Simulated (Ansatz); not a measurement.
Wanted: the native input for an Ansatz 0.2.0 run.

```yaml
Task: band structure
Functional: LDA
Potentials_or_basis: Ansatz PAW
Cutoff: "420 eV (not typed: the program's choice for these potentials)"
k_mesh: 10 × 10 × 6
Occupations: fermi-dirac, width 0.05 eV
Spin: no spin polarisation
Path: "[[\"G\", \"X\", \"S\", \"R\", \"A\", \"Z\", \"G\", \"Y\", \"X1\", \"A1\", \"T\", \"Y\"], [\"Z\", \"T\"]]"
Points_for_each_segment_of_the_path: 14
```

The system is Ge.

```
Ge
1.0
     1.48805   -2.59469    0.00000
     1.48805    2.59469    0.00000
     0.00000    0.00000    4.72760
Ge
2
Cartesian
  1.4881 0.8643 1.1819
  1.4881 -0.8643 3.5457
```

This isn't the form of Ge at room conditions, which is diamond.

The input as run:

input.yaml

```yaml
crystal:
  lattice:
    - [1.488052925, -2.59468961, 0.0]
    - [1.488052925, 2.59468961, 0.0]
    - [0.0, 0.0, 4.72759579]
  atoms:
    - { symbol: Ge, position: [0.33344663, 0.66655337, 0.25] }
    - { symbol: Ge, position: [0.66655337, 0.33344663, 0.75] }
hamiltonian:
  xc: lda
  pseudopotentials: { kind: paw }
kpoints:
  mp_grid: { grid: [10, 10, 6] }
  band_path:
    path:
      - [[0.0, 0.0, 0.0], [0.3322253894, 0.3322253894, 0.0], [0.0, 0.5, 0.0], [0.0, 0.5, 0.5], [0.3322253894, 0.3322253894, 0.5], [0.0, 0.0, 0.5], [0.0, 0.0, 0.0], [-0.5, 0.5, 0.0], [-0.3322253894, 0.6677746106, 0.0], [-0.3322253894, 0.6677746106, 0.5], [-0.5, 0.5, 0.5], [-0.5, 0.5, 0.0]]
      - [[0.0, 0.0, 0.5], [-0.5, 0.5, 0.5]]
    npoints: 14
scf:
  occupations: { method: fermi_dirac, width: 0.05 }
  n_extra_bands: 6
output:
  forces: true
  stress: true
  eigenvalues: true
  fatbands: true
  write_density: true
  write_potential: true
  elf: true
  volumetric_format: npy
```

Potentials or basis: Ansatz PAW.

Launch:

```bash
$ ansatz run input.yaml --threads 2 --pin off --max-ram 5632MiB --backend cpu --events-out ev --progress --plain --runs-dir out
```

Results of the run:

| Item | Value |
| --- | --- |
| Pressure | -1.2 GPa |
| Band gap on the k mesh | none (metal or under the smearing width) |

Caveat: the PAW data sets come from PBE, with cores solved anew for the run's functional, which leaves a small shift of forces and pressure.

Run time: 5.9 s on 2 threads of Arm Neoverse V1, with other jobs on the host, peak memory 0.37 GiB.
